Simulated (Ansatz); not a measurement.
# Step by step: Cu, relaxation of cell and atoms

Theory: DFT, PBE, PAW with Ansatz's default frozen-core files, scalar-relativistic in Ansatz 0.2.0.

Command: `ansatz run input.yaml --threads 1 --pin off --max-ram 2048MiB --backend cpu --events-out ev --progress --plain --runs-dir out` The run took 11 s on 1 thread of Intel(R) Xeon(R) Platinum 8488C (Sapphire Rapids), with other jobs on the host, peak memory 0.42 GiB.

```yaml
crystal:
  lattice:
    - [-1.40625, 1.40625, 1.40625]
    - [1.40625, -1.40625, 1.40625]
    - [1.40625, 1.40625, -1.40625]
  atoms:
    - { symbol: Cu, position: [0.0, 0.0, 0.0] }
kpoints:
  mp_grid: { grid: [16, 16, 16] }
scf:
  occupations: { method: fermi_dirac, width: 0.08 }
hamiltonian:
  xc: pbe
  pseudopotentials: { kind: paw }
output:
  forces: true
  stress: true
relax:
  f_tol: 0.005
  max_steps: 80
  cell: {}
```

The cell is built from the bcc type as a first guess.

The cutoff is 420 eV; energies and pressures of the walk include the program's estimate of the Pulay term.

Each frame lists the cell vectors (Å), then Cartesian positions (Å); symmetry keeps all forces zero. Free energies count from the first step, -6625.1051 eV.

The walk took 5 evaluations in all; steps that aren't listed are left out.

Step 1: E = 0.0 meV, P = 12.82 GPa

```
cell -1.4062 1.4062 1.4062 1.4062 -1.4062 1.4062 1.4062 1.4062 -1.4062
Cu    0.0000    0.0000    0.0000
```

Step 2: E = -23.0 meV, P = 6.42 GPa

```
cell -1.4226 1.4226 1.4226 1.4226 -1.4226 1.4226 1.4226 1.4226 -1.4226
Cu    0.0000    0.0000    0.0000
```

Q: How does the relaxation end?

A: It converges, with a = 2.885 Å, b = 2.885 Å, c = 2.885 Å, α = 90.00°, β = 90.00°, γ = 90.00° (conventional cell, space group Im-3m). The last solve (on a basis chosen afresh for the final cell, so its energy is not quite comparable) gives E = -32.7 meV, P = -0.04 GPa:
```
cell -1.4426 1.4426 1.4426 1.4426 -1.4426 1.4426 1.4426 1.4426 -1.4426
Cu    0.0000    0.0000    0.0000
```
